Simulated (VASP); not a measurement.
# Sn (Fd-3m) in VASP: a series of runs

Aim: see how the results for Sn move with the level of theory and the settings. Levels: PBE, PBEsol. Tasks: relaxation of the atoms, relaxation of cell and atoms.

Program: VASP 6.6.1. These are calculated values, not measurements. Logs are shortened: lines on timing, memory, paths and dates and some standing lists are left out, and cuts for length are marked.

## Step 1: The crystal as given

The structure is cubic, space group Fd-3m (No. 227). The conventional cell has a = 6.467 Å, b = 6.467 Å, c = 6.467 Å, α = 90.00°, β = 90.00°, γ = 90.00°. Sn (site symmetry -43m) has 4 Sn at 2.80 Å as nearest neighbours.

This isn't the form of Sn at room conditions, which is tetragonal (white tin).

## Step 2: Relaxation of the atoms, PBE (a relaxed cell with its volume scaled by 1.06)

The input, INCAR:

```
SYSTEM = Sn
ALGO = Fast
EDIFF = 1E-7
EDIFFG = -0.01
ENCUT = 300
GGA = PE
IBRION = 2
ISIF = 2
ISMEAR = 0
LASPH = .True.
LCHARG = .False.
LREAL = .False.
LWAVE = .False.
NELM = 80
NSW = 40
PREC = Accurate
SIGMA = 0.03
```

The input, KPOINTS:

```
k-points
0
Gamma
  5 5 5
  0 0 0
```

The input, POSCAR:

```
Sn                                      
1.0
    0.0000000000      3.3972157551      3.3972157551
    3.3972157551      0.0000000000      3.3972157551
    3.3972157551      3.3972157551      0.0000000000
  Sn            
     2
Direct
     0.0000000000000000    0.0000000000000000    0.0000000000000000
     0.2500000000000000    0.2500000000000000    0.2500000000000000
```

Potentials or basis: VASP PAW PBE potentials, release 64 (Sn).

Command:

```
> cat potpaw_PBE.64/Sn/POTCAR > POTCAR
> mpirun -np 1 vasp_std > vasp.out
```

OUTCAR:

```text
SYSTEM = Sn
   EDIFF = 1E-7
   EDIFFG = -0.01
   ENCUT = 300
   GGA = PE
   IBRION = 2
   ISIF = 2
   ISMEAR = 0
   LASPH = .True.
   LREAL = .False.
   NELM = 80
   NSW = 40
   PREC = Accurate

 ion  position               nearest neighbor table
   1  0.000  0.000  0.000-   2 2.94   2 2.94   2 2.94   2 2.94
   2  0.250  0.250  0.250-   1 2.94   1 2.94   1 2.94   1 2.94

  LATTYP: Found a face centered cubic cell.
 ALAT       =     6.7944315102

  Lattice vectors:

 A1 = (   0.0000000000,   3.3972157551,   3.3972157551)
 A2 = (   3.3972157551,   0.0000000000,   3.3972157551)
 A3 = (   3.3972157551,   3.3972157551,   0.0000000000)

Analysis of symmetry for initial positions (statically):
=====================================================================
 Subroutine PRICEL returns:
 Original cell was already a primitive cell.

 Routine SETGRP: Setting up the symmetry group for a
 face centered cubic supercell.

 Subroutine GETGRP returns: Found 48 space group operations
 (whereof 24 operations were pure point group operations)
 out of a pool of 48 trial point group operations.

The static configuration has the point symmetry T_d .
 The point group associated with its full space group is O_h .

Analysis of symmetry for dynamics (positions and initial velocities):
=====================================================================
 Subroutine PRICEL returns:
 Original cell was already a primitive cell.

 Routine SETGRP: Setting up the symmetry group for a
 face centered cubic supercell.

 Subroutine GETGRP returns: Found 48 space group operations
 (whereof 24 operations were pure point group operations)
 out of a pool of 48 trial point group operations.

The dynamic configuration has the point symmetry T_d .
 The point group associated with its full space group is O_h .

 Subroutine INISYM returns: Found 48 space group operations
 (whereof 24 operations are pure point group operations),
 and found     1 'primitive' translations

----------------------------------------------------------------------------------------

                                     Primitive cell

  volume of cell :      78.4150

  direct lattice vectors                    reciprocal lattice vectors
     0.000000000  3.397215755  3.397215755    -0.147179348  0.147179348  0.147179348
     3.397215755  0.000000000  3.397215755     0.147179348 -0.147179348  0.147179348
     3.397215755  3.397215755  0.000000000     0.147179348  0.147179348 -0.147179348

  length of vectors
     4.804388595  4.804388595  4.804388595     0.254922109  0.254922109  0.254922109

  position of ions in fractional coordinates (direct lattice)
     0.000000000  0.000000000  0.000000000
     0.250000000  0.250000000  0.250000000

  ion indices of the primitive-cell ions
   primitive index   ion index
                 1           1
                 2           2

----------------------------------------------------------------------------------------

 KPOINTS: k-points

Automatic generation of k-mesh.
 Grid dimensions read from file:
 generate k-points for:    5    5    5

 Generating k-lattice:

  Cartesian coordinates                     Fractional coordinates (reciprocal lattice)
    -0.029435870  0.029435870  0.029435870     0.200000000  0.000000000  0.000000000
     0.029435870 -0.029435870  0.029435870     0.000000000  0.200000000  0.000000000
     0.029435870  0.029435870 -0.029435870     0.000000000  0.000000000  0.200000000

  Length of vectors
     0.050984422  0.050984422  0.050984422

  Shift w.r.t. Gamma in fractional coordinates (k-lattice)
     0.000000000  0.000000000  0.000000000

 Subroutine IBZKPT returns following result:
 ===========================================

 Found     10 irreducible k-points:

 Following reciprocal coordinates:
            Coordinates               Weight
  0.000000  0.000000  0.000000      1.000000
  0.200000  0.000000  0.000000      8.000000
  0.400000  0.000000  0.000000      8.000000
  0.200000  0.200000  0.000000      6.000000
  0.400000  0.200000  0.000000     24.000000
 -0.400000  0.200000  0.000000     24.000000
 -0.200000  0.200000  0.000000     12.000000
  0.400000  0.400000  0.000000      6.000000
 -0.400000  0.400000  0.000000     12.000000
 -0.400000  0.400000  0.200000     24.000000
   k-points           NKPTS =     10   k-points in BZ     NKDIM =     10   number of bands    NBANDS=      8
   number of dos      NEDOS =    301   number of ions     NIONS =      2
   total plane-waves  NPLWV =  21952
   dimension x,y,z NGX =    28 NGY =   28 NGZ =   28
   dimension x,y,z NGXF=    56 NGYF=   56 NGZF=   56
   ions per type =               2
   NGX,Y,Z   is equivalent  to a cutoff of   9.69,  9.69,  9.69 a.u.
   NGXF,Y,Z  is equivalent  to a cutoff of  19.38, 19.38, 19.38 a.u.
 SYSTEM =  Sn
   PREC   = accura    normal or accurate (medium, high low for compatibility)
   ISTART =      0    job   : 0-new  1-cont  2-samecut
[... 54 lines left out ...]
  free energy    TOTEN  =        -7.56611333 eV

  energy without entropy =       -7.56525047  energy(sigma->0) =       -7.56568190

 E-fermi :   2.2479     XC(G=0):  -8.1684

 val. band max:        2.0568508927   @ k =   0.2000   0.0000   0.0000
 cond. band min:       2.2621928324   @ k =   0.4000   0.0000   0.0000
 fundamental gap:      0.2053419397
 Fermi energy:         2.2478847442

 k-point     1 :       0.0000    0.0000    0.0000
  band No.  band energies     occupation
      1      -7.3123      2.00000
      2       0.9198      2.00000
      3       2.5282      0.00000
      4       2.5282      0.00000
      5       2.5282      0.00000
      6       4.5639      0.00000
      7       4.5639      0.00000
      8       4.5639      0.00000

 k-point     2 :       0.2000    0.0000    0.0000
  band No.  band energies     occupation
      1      -6.9853      2.00000
      2      -0.9456      2.00000
      3       2.0569      2.00000
      4       2.0569      2.00000
      5       2.6507      0.00000
      6       5.1832      0.00000
      7       5.1832      0.00000
      8       5.8191      0.00000

 k-point     3 :       0.4000    0.0000    0.0000
  band No.  band energies     occupation
      1      -6.1814      2.00000
      2      -3.0210      2.00000
      3       1.5798      2.00000
      4       1.5798      2.00000
      5       2.2622      0.50000
      6       5.5793      0.00000
      7       5.5793      0.00000
      8       8.1169      0.00000

 k-point     4 :       0.2000    0.2000    0.0000
  band No.  band energies     occupation
      1      -6.8685      2.00000
      2      -1.1373      2.00000
      3       1.4310      2.00000
      4       1.4310      2.00000
      5       3.7403      0.00000
      6       4.1498      0.00000
      7       6.2279      0.00000
      8       6.2279      0.00000

 k-point     5 :       0.4000    0.2000    0.0000
  band No.  band energies     occupation
      1      -6.1624      2.00000
      2      -2.7731      2.00000
      3       0.5133      2.00000
      4       1.0175      2.00000
      5       3.7579      0.00000
      6       4.8995      0.00000
      7       6.5829      0.00000
      8       6.8535      0.00000

 k-point     6 :      -0.4000    0.2000    0.0000
  band No.  band energies     occupation
      1      -5.6833      2.00000
      2      -3.5525      2.00000
      3      -0.0286      2.00000
      4       1.1859      2.00000
      5       3.6352      0.00000
      6       5.7574      0.00000
      7       6.4511      0.00000
      8       7.7939      0.00000

 k-point     7 :      -0.2000    0.2000    0.0000
  band No.  band energies     occupation
      1      -6.4674      2.00000
      2      -2.2148      2.00000
      3       0.4203      2.00000
      4       1.8083      2.00000
      5       3.6118      0.00000
      6       5.5920      0.00000
      7       5.7192      0.00000
      8       6.4493      0.00000

 k-point     8 :       0.4000    0.4000    0.0000
  band No.  band energies     occupation
      1      -5.5782      2.00000
      2      -3.5822      2.00000
      3       0.5096      2.00000
      4       0.5096      2.00000
      5       3.2428      0.00000
      6       3.7583      0.00000
      7       8.6573      0.00000
      8       8.6581      0.00000

 k-point     9 :      -0.4000    0.4000    0.0000
  band No.  band energies     occupation
      1      -4.8893      2.00000
      2      -4.3795      2.00000
      3      -0.2255      2.00000
      4       0.5844      2.00000
      5       3.5163      0.00000
      6       4.9308      0.00000
      7       8.0208      0.00000
      8       8.3204      0.00000

 k-point    10 :      -0.4000    0.4000    0.2000
  band No.  band energies     occupation
      1      -5.3569      2.00000
      2      -3.8327      2.00000
      3      -0.1942      2.00000
      4       0.4409      2.00000
      5       4.8534      0.00000
      6       5.0965      0.00000
      7       6.1529      0.00000
      8       7.8529      0.00000

------------------------ aborting loop because EDIFF is reached ----------------------------------------

  FORCE on cell =-STRESS in cart. coord.  units (eV):
  Direction    XX          YY          ZZ          XY          YZ          ZX
  --------------------------------------------------------------------------------------
  -------------------------------------------------------------------------------------
  Total       -0.8950518     -0.8950518     -0.8950518     -0.0000000      0.0000000     -0.0000000
  in kB      -18.2877116    -18.2877116    -18.2877116     -0.0000000      0.0000000     -0.0000000
  external PRESSURE =     -18.2877116 kB  Pullay stress =       0.0000000 kB

 VOLUME and BASIS-vectors are now :
 -----------------------------------------------------------------------------
  energy-cutoff  :      300.00
  volume of cell :       78.42
      direct lattice vectors                 reciprocal lattice vectors
     0.000000000  3.397215755  3.397215755    -0.147179348  0.147179348  0.147179348
     3.397215755  0.000000000  3.397215755     0.147179348 -0.147179348  0.147179348
     3.397215755  3.397215755  0.000000000     0.147179348  0.147179348 -0.147179348

 POSITION                                       TOTAL-FORCE (eV/Angst)
 -----------------------------------------------------------------------------------
      0.00000      0.00000      0.00000        -0.000000     -0.000000     -0.000000
      1.69861      1.69861      1.69861         0.000000      0.000000      0.000000
 -----------------------------------------------------------------------------------
    total drift:                                0.000000      0.000000     -0.000000

  FREE ENERGIE OF THE ION-ELECTRON SYSTEM (eV)
  ---------------------------------------------------
  free  energy   TOTEN  =        -7.5661133271 eV

  energy  without entropy=       -7.5652504716  energy(sigma->0) =       -7.56568190

 reached required accuracy - stopping structural energy minimisation
```

Run time: 6.6 s. Hardware: 1 thread of Intel Xeon Platinum 8488C (Sapphire Rapids), shared host; peak memory 0.14 GiB.

What came out:

- Free energy: -7.5661 eV
- Pressure after relaxing: -1.8 GPa
- Band gap on the k mesh: none (metal or under the smearing width)

Final structure:
```
Sn
1.0
     0.00000    3.39722    3.39722
     3.39722    0.00000    3.39722
     3.39722    3.39722    0.00000
Sn
2
Direct
  0.00000 0.00000 0.00000
  0.25000 0.25000 0.25000
```

Levels at points of the mesh, in eV from the Fermi level:
```csv
k point,band 1,band 2,band 3,band 4,band 5,band 6,band 7,band 8
"(0.00, 0.00, 0.00)",-9.56,-1.33,0.28,0.28,0.28,2.32,2.32,2.32
```

Caveat: the relaxation stopped at its first step, so nothing moved.

## Step 3: Relaxation of cell and atoms, PBEsol

The input, INCAR:

```
SYSTEM = Sn
  PREC = Accurate
  ENCUT = 600
  EDIFF = 1E-6
  ISMEAR = 0
  SIGMA = 0.03
  LREAL = .False.
  LASPH = .True.
  NELM = 80
  ALGO = Normal
  ISIF = 3
  LWAVE = .False.
  LCHARG = .False.
  GGA = PS
  IBRION = 2
  NSW = 90
  EDIFFG = -0.01
```

The input, KPOINTS:

```
Automatic mesh
0
Gamma
  10 10 10
  0 0 0
```

The input, POSCAR:

```
Sn
1.0
    0.0000000000      3.2333428000      3.2333428000
    3.2333428000      0.0000000000      3.2333428000
    3.2333428000      3.2333428000      0.0000000000
Sn
2
Direct
    0.0000000000      0.0000000000      0.0000000000
    0.2500000000      0.2500000000      0.2500000000
```

Potentials or basis: VASP PAW PBE potentials, release 64 (Sn_d).

Command:

```
> cat potpaw_PBE.64/Sn_d/POTCAR > POTCAR
> mpirun -np 1 vasp_std > vasp.out
```

It took 1.8 min on 1 thread of Intel Xeon Platinum 8559C (Emerald Rapids), shared host; peak memory 0.27 GiB.

The run converged. Its results:

```
Free energy                            : -8.4630 eV
Relaxed volume                         : 34.92 Å³/atom
Relaxed cell                           : a = 4.622 Å, b = 4.622 Å, c = 4.622 Å, α = 60.00°, β = 60.00°, γ = 60.00°
Space group after relaxing (to 0.05 Å) : Fd-3m (No. 227)
Energy gained by relaxing              : 4.9 meV/atom
Ionic steps                            : 3
Pressure after relaxing                : 0.0 GPa
Band gap on the k mesh                 : none (metal or under the smearing width)
```

Step by step:
```csv
step,energy change (eV),largest force (eV/Å),pressure (GPa),volume (Å³)
1,0.0000,0.0000,1.47,67.61
2,-0.0086,0.0000,-0.46,70.69
3,-0.0099,0.0000,0.00,69.84
```

Final structure:
```
Sn
1.0
     0.00000    3.26858    3.26858
     3.26858    0.00000    3.26858
     3.26858    3.26858    0.00000
Sn
2
Direct
  0.00000 0.00000 0.00000
  0.25000 0.25000 0.25000
```

Levels at points of the mesh, in eV from the Fermi level:
| k point | band 11 | band 12 | band 13 | band 14 | band 15 | band 16 | band 17 | band 18 |
| --- | --- | --- | --- | --- | --- | --- | --- | --- |
| (0.00, 0.00, 0.00) | -10.41 | -0.77 | 0.16 | 0.16 | 0.16 | 2.22 | 2.22 | 2.22 |
| (0.50, 0.00, 0.00) | -8.83 | -6.16 | -1.01 | -1.01 | -0.03 | 3.28 | 3.28 | 5.62 |
| (0.50, 0.50, 0.00) | -7.38 | -7.38 | -2.32 | -2.32 | 0.86 | 0.86 | 7.65 | 7.65 |

Caveat: the PAW data sets were made with another functional, which shifts forces and pressure a little. Zero-point motion and thermal expansion aren't in these numbers.

## Step 4: Relaxation of cell and atoms, PBEsol

This run uses another cell than the first one, of 34.92 Å³/atom, 1.033 times its volume.

Edit INCAR of step 3 so:

```diff
@@ -3,3 +3,3 @@
   ENCUT = 600
-  EDIFF = 1E-6
+  EDIFF = 1E-7
   ISMEAR = 0
@@ -16,2 +16,2 @@
   NSW = 90
-  EDIFFG = -0.01
+  EDIFFG = -0.005
```

KPOINTS is that of step 3.

The input, POSCAR:

```
Sn                                      
1.0
    0.0000000000      3.2685833775      3.2685833775
    3.2685833775     -0.0000000000      3.2685833775
    3.2685833775      3.2685833775      0.0000000000
  Sn            
     2
Direct
     0.0000000000000000    0.0000000000000000    0.0000000000000000
     0.2500000000000000    0.2500000000000000    0.2500000000000000
```

Command:

```
> cat potpaw_PBE.64/Sn_d/POTCAR > POTCAR
> mpirun -np 1 vasp_std > vasp.out
```

It took 50 s on 1 thread of Intel Xeon Platinum 8559C (Emerald Rapids), shared host; peak memory 0.25 GiB.

The run converged. Its results:

```yaml
Free_energy: -8.4633 eV
Pressure_after_relaxing: 0.0 GPa
Band_gap_on_the_k_mesh: none (metal or under the smearing width)
```

Final structure:
```
CELL_PARAMETERS angstrom
0.00000 3.26858 3.26858
3.26858 0.00000 3.26858
3.26858 3.26858 0.00000
ATOMIC_POSITIONS crystal
Sn 0.00000 0.00000 0.00000
Sn 0.25000 0.25000 0.25000
```

Levels at points of the mesh, in eV from the Fermi level:
| k point | band 10 | band 11 | band 12 | band 13 | band 14 | band 15 | band 16 | band 17 | band 18 |
| --- | --- | --- | --- | --- | --- | --- | --- | --- | --- |
| (0.00, 0.00, 0.00) | -21.12 | -10.41 | -0.77 | 0.16 | 0.16 | 0.16 | 2.22 | 2.22 | 2.22 |
| (0.50, 0.00, 0.00) | -21.08 | -8.83 | -6.16 | -1.01 | -1.01 | -0.03 | 3.28 | 3.28 | 5.62 |
| (0.50, 0.50, 0.00) | -21.06 | -7.38 | -7.38 | -2.32 | -2.32 | 0.86 | 0.86 | 7.65 | 7.65 |

Caveat: the relaxation stopped at its first step, so nothing moved; the PAW data sets were made with another functional, which shifts forces and pressure a little.

## Step 5: Relaxation of the atoms, PBEsol (a relaxed cell with its volume scaled by 0.94)

Edit INCAR of step 4 so:

```diff
@@ -9,4 +9,4 @@
   NELM = 80
-  ALGO = Normal
-  ISIF = 3
+  ALGO = Fast
+  ISIF = 2
   LWAVE = .False.
@@ -15,3 +15,3 @@
   IBRION = 2
-  NSW = 90
-  EDIFFG = -0.005
+  NSW = 40
+  EDIFFG = -0.01
```

KPOINTS is that of step 4.

The input, POSCAR:

```
Sn                                      
1.0
    0.0000000000      3.2018588718      3.2018588718
    3.2018588718      0.0000000000      3.2018588718
    3.2018588718      3.2018588718      0.0000000000
  Sn            
     2
Direct
     0.0000000000000000    0.0000000000000000    0.0000000000000000
     0.2500000000000000    0.2500000000000000    0.2500000000000000
```

Command:

```
> cat potpaw_PBE.64/Sn_d/POTCAR > POTCAR
> mpirun -np 1 vasp_std > vasp.out
```

Run time: 40 s. Hardware: 1 thread of Intel Xeon Platinum 8559C (Emerald Rapids), shared host; peak memory 0.22 GiB.

Results (log left out):

| Quantity | Value |
| --- | --- |
| Free energy | -8.4259 eV |
| Pressure after relaxing | 3.0 GPa |
| Band gap on the k mesh | none (metal or under the smearing width) |

Final structure:
```
Sn
1.0
     0.00000    3.20186    3.20186
     3.20186    0.00000    3.20186
     3.20186    3.20186    0.00000
Sn
2
Direct
  0.00000 0.00000 0.00000
  0.25000 0.25000 0.25000
```

Levels at points of the mesh, in eV from the Fermi level:
| k point | band 12 | band 13 | band 14 | band 15 | band 16 | band 17 |
| --- | --- | --- | --- | --- | --- | --- |
| (0.00, 0.00, 0.00) | -0.43 | 0.07 | 0.07 | 0.07 | 2.14 | 2.14 |
| (0.50, 0.00, 0.00) | -6.50 | -1.20 | -1.20 | 0.00 | 3.21 | 3.21 |
| (0.50, 0.50, 0.00) | -7.69 | -2.62 | -2.62 | 0.69 | 0.69 | 7.96 |

Caveat: the relaxation stopped at its first step, so nothing moved; the PAW data sets were made with another functional, which shifts forces and pressure a little.

## Step 6: Summary

```csv
task,level,potentials or basis,cell,k mesh,cutoff (eV),gap on the mesh (eV),pressure (GPa)
relaxation of the atoms,PBE,"VASP PAW PBE potentials, release 64 (Sn)",atoms relaxed from: a relaxed cell with its volume scaled by 1.06,5 × 5 × 5,300,none,-1.8
relaxation of cell and atoms,PBEsol,"VASP PAW PBE potentials, release 64 (Sn_d)",relaxed,10 × 10 × 10,600,none,0.0
relaxation of the atoms,PBEsol,"VASP PAW PBE potentials, release 64 (Sn_d)",atoms relaxed from: a relaxed cell with its volume scaled by 0.94,10 × 10 × 10,600,none,3.0
```

Alike in all rows: no spin polarisation; smearing gaussian 0.03 eV.

Caveats: the relaxation stopped at its first step, so nothing moved; the PAW data sets were made with another functional, which shifts forces and pressure a little (some runs).

Absolute energies hang on the potentials; compare differences alone.
